GPAW 26.7.0 calculation of the elastic constants of diamond with the r2SCAN functional, PAW data sets, a plane-wave cutoff of 800 eV and a 9 × 9 × 9 k-point mesh. The cell was relaxed before strains of 0.01 were applied, and the computed constants include the relaxation of the atoms in the strained cell. Measured values come from the cited papers.

```
row  computed constant (GPa)           what it is  measured constant (GPa)                                            label in the paper, method, sample                         source
  1                      122                  C12                      n/a                                                                           n/a                            n/a
  2                      n/a                  n/a                    441.8                  adiabatic bulk modulus; ultrasonic measurement; bulk crystal             pmc:4962311 (2016)
  3                      n/a                  n/a                      442                      B0 from ultrasound; ultrasonic measurement; bulk crystal  arXiv:cond-mat/0702656 (2007)
  4                      n/a                  n/a                      443  bulk modulus of diamond, quoted experimental value; not stated; bulk crystal        arXiv:1701.05631 (2017)
  5                      n/a                  n/a                    444.8              B0 from Brillouin scattering; Brillouin scattering; bulk crystal  arXiv:cond-mat/0702656 (2007)
  6                    453.4  bulk modulus (Hill)                      n/a                                                                           n/a                            n/a
  7                      590                  C44                      n/a                                                                           n/a                            n/a
  8                     1116                  C11                      n/a                                                                           n/a                            n/a
```

One diamond crystal gives stiffnesses that differ by a factor of nine. C11 is the stress along a cube axis per unit stretch along that axis, with the sides held fixed. C12 is the sideways stress that appears under the same stretch. C44 is the resistance to a shear that tilts two cube axes towards each other, and the bulk modulus B is the resistance to uniform compression. The computed order is C12 < B < C44 < C11, and the odd member is C12, at only 122 GPa in one of the stiffest solids known.

The explanation lies in what each deformation does to the four bonds around a carbon atom. They point to the corners of a tetrahedron, along the body diagonals of the cube. A deformation can change their lengths, the angles between them, or both. In diamond both kinds of change are costly, and the constants mix the two costs in different proportions.

Uniform compression is the simplest case. Each bond shortens by the same fraction and each angle keeps its value, so B measures the resistance of the bonds to a change of length. The opposite case is a stretch along one cube axis with an equal shortening along another. A body diagonal leans equally on the three cube axes, so the gain from one axis cancels the loss from the other, and to first order no bond changes its length. Only the angles change. The stiffness against this second deformation is

C' = (C11 − C12)/2

and the table gives 497 GPa for it, slightly more than the 453 GPa of B. This near equality is the key to the whole set. Bonds that resisted only a change of length would leave C' near zero, and the crystal would yield to this deformation without effort. Measured by these two moduli, diamond opposes a change of its bond angles about as strongly as a change of its volume.

Chemistry offers the reason, though the table holds no electron density that would show it. Each carbon atom shares four electron pairs with its neighbours, and each pair sits in a bond with a definite direction. Bending one bond towards another worsens the overlap of the orbitals that form it and crowds two electron pairs together. In a simple metal, where the electrons that bind the atoms are spread out, there is far less to hold an angle in place.

C11 and C12 now follow from B and C'. A stretch by a small fraction e along one cube axis, with the sides held, is the sum of two deformations. The first is a uniform expansion by e/3 along each axis, which produces the stress B·e on every face. The second keeps the volume: it stretches the chosen axis by a further 2e/3 and shortens the other two by e/3 each. It adds a stress 4C'·e/3 along the stretch and takes 2C'·e/3 away from the sides. Divided by e, the sums are

C11 = B + 4C'/3
C12 = B − 2C'/3

These two lines are exact for a cubic crystal and contain no model. The tabulated B was itself formed from C11 and C12, so the lines sort the numbers and do not test them. They show that stiff angles push C11 up and C12 down from a common starting point, which is B. In diamond C11 ends 663 GPa above B, and C12 ends 331 GPa below it.

So C12 is small because two large resistances largely cancel. When diamond is stretched along a cube axis with its sides held, the lengthened bonds pull the sides inwards, while the changed angles push them outwards, since wider sides would bring the crystal back towards its old shape. The two effects oppose each other on the side faces, and a small inward pull is left over. If the sides are free to move, they contract by only about a tenth of the stretch, C12/(C11 + C12). A rod of diamond cut along a cube axis therefore hardly thins when it is pulled.

The same two lines let a reader guess the pattern for a neighbouring crystal. What counts is the ratio of C' to B, which is 1.1 here. If angles are soft compared with lengths, C11 and C12 move towards each other and both approach B. If angles were stiffer still, C12 would reach zero at C' = 1.5 B and then turn negative. Silicon has the same structure but softer angles relative to its bond lengths, and its C12 is accordingly a larger share of its C11.

The argument needs C' to refer to the cube axes. The program reports the constants on the axes of the cell it was given, and a primitive cell like this one may be turned against the cube. The computed set of constants has the pattern that a cubic crystal shows on its cube axes, but it was completed by symmetry from two applied strains, so the pattern is not an independent test. The values do resemble the measured ones, roughly 1100, 120 and 580 GPa for C11, C12 and C44 as recalled. The table itself has measured counterparts only for B.

C44 takes more thought, because its shear changes lengths and angles together. A simple model shows how. Let each bond act as a spring for its length and each angle as a separate spring, with the strengths set by B and C' alone. C44 is not used, so its computed value is a fair test of the model.

Take a shear by a small angle γ. Two of the four bonds lengthen by the fraction γ/3 and the other two shorten by the same fraction. In a uniform expansion in which every bond grows by γ/3, each axis grows by γ/3 and the volume by γ, so the energy per volume is Bγ²/2. A spring costs the same whether it is stretched or squeezed, so the lengths cost Bγ²/2 in the shear as well.

For the angles, the cost follows the squared changes of their cosines, summed over the six angles at an atom. In the deformation that defines C', one axis grows by e and another shrinks by e. Four cosines change by 4e/3, and the energy is 2C'e². In the shear, two cosines change by 4γ/9. The sum of squares is 64e²/9 in the first case and 32γ²/81 in the second, so the angles cost C'γ²/9 in the shear. The total must equal C44·γ²/2, hence

C44 (atoms carried along) = B + 2C'/9 = 453 + 110 ≈ 564 GPa

The same run also printed C44 for this condition, in which the atoms simply follow the deformed cell. That value, which is not in the table, is 592 GPa. The estimate is 5 % below that value. It offers a reason why C44 lies above B: in the model, a shear by γ costs as much in bond lengths as a change of volume by the fraction γ, and it bends angles in addition.

Real atoms need not follow the cell. Diamond consists of two interlocking sublattices, and under this shear one can slide against the other. Let s be the fraction by which the slide lengthens the two bonds that the shear has stretched and shortens the other two. The energy per volume of the spring model is then

E = ½ [9B(γ/3 + s)² + 8C'(s − γ/6)²]

The lengths would be content with s = −γ/3, which restores every bond. The angles would be content with s = +γ/6, a slide in the opposite direction. The best compromise gives

C44 (atoms free) = 18BC'/(9B + 8C') ≈ 503 GPa

This second form teaches something that the first one hides. If the angles had no stiffness, the sublattices would slide until each bond had its old length, and C44 would vanish together with C'. Angle stiffness is thus what keeps diamond rigid against both kinds of shear. In the spring model C44 stays above B only if C' exceeds 0.9 B, a condition that diamond meets. The place of C44 in the order thus comes out right with free atoms too.

The size does not. The estimate for free atoms is 15 % below the computed C44 of 590 GPa, and most of the fault can be located. In the spring model the slide softens C44 by 60 GPa, while in the calculation it does so by only 2 GPa, from 591.6 with the atoms carried along to 589.46 with the atoms relaxed. The real shear evidently leaves little net force between the sublattices, as if the opposite demands of lengths and angles were nearly balanced. Independent springs miss that balance. A likely reason is that real bonds depend on one another: stretching one is expected to change both the preferred angles around it and the preferred lengths of its neighbours. No value here separates the two effects.

The measured column belongs beside B and nowhere else. The four reported bulk moduli agree with one another within 3 GPa, although row 4 is a quoted value without a stated method. All four were read out of the papers by a program, which gets a few values in a hundred wrong, but their close agreement makes a gross error unlikely here. The computed B, from a meta-GGA density functional, lies 2 to 3 % above them. It would be rash to charge this excess to the functional.

The calculation holds the nuclei still, whereas real carbon atoms vibrate even at the lowest temperatures. Carbon is light and its bonds are stiff, so this zero-point motion carries much energy. The crystal lowers that energy by expanding a little, which makes its vibrations slower and its bonds easier to compress. The loss of bulk modulus is roughly 10 GPa, a recalled figure and not a result of this calculation. That is about the size of the whole excess, so the error of the functional itself remains undetermined. No convergence test for the applied strain, the mesh or the cutoff accompanies the run either, so a remainder of a few GPa would carry no meaning.

Volume matters so much because B falls, again as a rough recalled rule, by about 4 % for each percent of expansion. The constants belong to the relaxed cell, which is 0.7 % smaller in volume than the starting cell of 5.67 Å³ per atom. That difference would by itself shift B by almost 3 %, as much as the entire gap to experiment. A bulk modulus quoted without its volume is therefore hard to judge at this level.

The same care applies with more force to C12. Since it is what remains of B after two thirds of C' are taken away, an error of the method in either one shows up in it on a much smaller base, unless the two errors offset each other. An error of 1 % in B is 4.5 GPa, which is nearly 4 % of C12 if C' is right. When two calculations or two samples disagree about C12 in a crystal of this kind, compare their B and C' first: the first shows whether the resistance to a change of volume differs, the second whether the resistance to a change of angle does.
